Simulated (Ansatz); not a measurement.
# How Gd answers to pressure

```cif
data_structure
_symmetry_space_group_name_H-M 'P 1'
_symmetry_Int_Tables_number 1
_cell_length_a 3.5039
_cell_length_b 3.5039
_cell_length_c 3.5039
_cell_angle_alpha 109.471
_cell_angle_beta 109.471
_cell_angle_gamma 109.471
_cell_volume 33.12
loop_
_atom_site_label
_atom_site_type_symbol
_atom_site_fract_x
_atom_site_fract_y
_atom_site_fract_z
_atom_site_occupancy
Gd1 Gd 0.00000 0.00000 0.00000 1
```

The runs use the primitive cell with vectors (-2.023, 2.023, 2.023), (2.023, -2.023, 2.023), (2.023, 2.023, -2.023) Å, to which the k mesh refers.

The cell was built from the bcc type and relaxed in the same program, and has space group Im-3m; it needn't be a known or the stable phase.

Where the f shell is localised, expect the real compound to differ from this run without U.

Other magnetic orders may lie lower; this is the state that the run reached.

Spin–orbit coupling is left out, though it moves levels of the heavy atoms by tenths of an eV or more.

The calculation used DFT, PBE, all-electron LAPW, scalar-relativistic in Ansatz 0.2.0.

Numerical set-up: a Γ-centred 13×13×13 k mesh, Fermi–Dirac smearing of 0.05 eV, basis error target 0.25 meV/atom, spin-polarised from start moments Gd 7 μB.

The cell is scaled evenly with fractional coordinates held.

```csv
V/V(cell),P (GPa),cell moment (μB)
0.9800,0.70,7.639
1.0000,0.01,7.641
1.0200,-0.60,7.644
1.0600,-1.66,7.651
```

**Question.** From the rows at 0.9800 and 1.0200, what is the bulk modulus at the cell's volume?

**Answer.** B = −ΔP/Δln V = −[(-0.60) − (0.70)]/0.04001 = 32.5 GPa.

**Question.** How does the moment scale with volume?

**Answer.** dln M/dln V = ln(7.644/7.639)/0.04001 = 0.02: the moment hardly moves, as with a saturated or integer moment.

**Question.** Predict the row at V/V(cell) = 0.9405. How far is a linear estimate of P off?

**Answer.** P = 2.25 GPa, moment 7.635 μB. The linear estimate P(cell) − B ln(V/V(cell)) = 2.00 GPa misses by 0.25 GPa, since the modulus grows under compression.
